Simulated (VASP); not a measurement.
TePb, 2 atoms in the cell. Symmetry: Fm-3m, No. 225, cubic system. The conventional cell has a = 6.570 Å, b = 6.570 Å, c = 6.570 Å, α = 90.00°, β = 90.00°, γ = 90.00°. Te (site symmetry m-3m) has 6 Pb at 3.28 Å as nearest neighbours. Pb (site symmetry m-3m) is surrounded by 6 Te at 3.28 Å. The cell is a database's computed one.

| Property | Result |
| --- | --- |
| Program | VASP 6.6.1 |
| Task | single point |
| Functional | PBE |
| Potentials or basis | VASP PAW PBE potentials, release 64 (Te, Pb_d) |
| Cutoff | 520 eV |
| k mesh | 8 × 8 × 8 |
| Occupations | gaussian, width 0.02 eV |
| Spin | no spin polarisation |
| Dipole correction | no |
| Further INCAR settings | ALGO = Normal; EDIFF = 1e-07; NBANDS = 17 |

Potentials or basis: VASP PAW PBE potentials, release 64 (Te, Pb_d).

The run is started by

```bash
$ cat potpaw_PBE.64/Te/POTCAR potpaw_PBE.64/Pb_d/POTCAR > POTCAR
$ mpirun -np 1 vasp_std > vasp.out
```

Hardware: 1 thread of AMD EPYC 9R14 (Zen 4), with other jobs on the host.

Task: How long does it take, and how much memory?

Result: Wall time 25 s on 1 thread of AMD EPYC 9R14 (Zen 4), on a shared host, peak memory 0.19 GiB. Counts: scf iterations 14, k points 29.
